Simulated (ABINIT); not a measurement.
Input of an ABINIT 10.8.3 (patched build) run:

run.abi

```
ndtset 2

pp_dirpath "./"
pseudos "Si.LDA_PW-JTH.xml"

acell 3.8492788627 3.8492788627 3.8492788627 Angstrom
rprim
     0.0000000000     0.7071067812     0.7071067812
     0.7071067812     0.0000000000     0.7071067812
     0.7071067812     0.7071067812     0.0000000000
ntypat 1
znucl 14
natom 2
typat 1 1
xred
     0.5000000000     0.5000000000     0.5000000000
     0.7500000000     0.7500000000     0.7500000000

ecut 15.0
pawecutdg 30.0

ixc 1

occopt 3
tsmear 0.05 eV

nstep 100

iomode 3
prtwf 0
prteig 0
prtebands 0
enunit 2
prtden1 1

kptopt1 1
ngkpt1 8 8 8
nshiftk1 1
shiftk1 0.0 0.0 0.0
nband1 8
tolvrs1 1.0e-9

iscf2 -2
getden2 1
nband2 12
nbdbuf2 2
tolwfr2 1.0e-12
kptopt2 -9
ndivsm2 5
prteig2 1
kptbounds2
     0.0000000000     0.0000000000     0.0000000000
     0.5000000000     0.0000000000     0.5000000000
     0.5000000000     0.2500000000     0.7500000000
     0.3750000000     0.3750000000     0.7500000000
     0.0000000000     0.0000000000     0.0000000000
     0.5000000000     0.5000000000     0.5000000000
     0.6250000000     0.2500000000     0.6250000000
     0.5000000000     0.2500000000     0.7500000000
     0.5000000000     0.5000000000     0.5000000000
     0.3750000000     0.3750000000     0.7500000000
```

Potentials or basis: JTH PAW LDA v2.0.

Launch:

```bash
$ abinit run.abi > log 2>&1
```

What does it give for the band gap along the path?

0.49 eV, indirect (least direct gap 2.53 eV).

What does it give for the band gap on the k mesh?

0.53 eV, indirect (least direct gap 2.53 eV).

Predict the pressure.

-2.1 GPa.

Levels at the corners of the path, in eV from the valence-band top:
| point | band 1 | band 2 | band 3 | band 4 | band 5 | band 6 | band 7 | band 8 |
| --- | --- | --- | --- | --- | --- | --- | --- | --- |
| Γ | -11.93 | 0.00 | 0.00 | 0.00 | 2.53 | 2.53 | 2.53 | 3.08 |
| X | -7.81 | -7.81 | -2.85 | -2.85 | 0.63 | 0.63 | 9.93 | 9.93 |
| W | -7.65 | -7.65 | -3.86 | -3.86 | 4.22 | 4.22 | 4.91 | 4.91 |
| K | -8.22 | -7.23 | -4.31 | -2.42 | 1.12 | 4.06 | 7.40 | 7.94 |
| Γ | -11.93 | 0.00 | 0.00 | 0.00 | 2.53 | 2.53 | 2.53 | 3.08 |
| L | -9.61 | -6.98 | -1.20 | -1.20 | 1.39 | 3.32 | 3.32 | 7.50 |
| U | -8.22 | -7.23 | -4.31 | -2.42 | 1.12 | 4.06 | 7.40 | 7.94 |
| W | -7.65 | -7.65 | -3.86 | -3.86 | 4.22 | 4.22 | 4.91 | 4.91 |
| L | -9.61 | -6.98 | -1.20 | -1.20 | 1.39 | 3.32 | 3.32 | 7.50 |
| K | -8.22 | -7.23 | -4.31 | -2.42 | 1.12 | 4.06 | 7.40 | 7.94 |
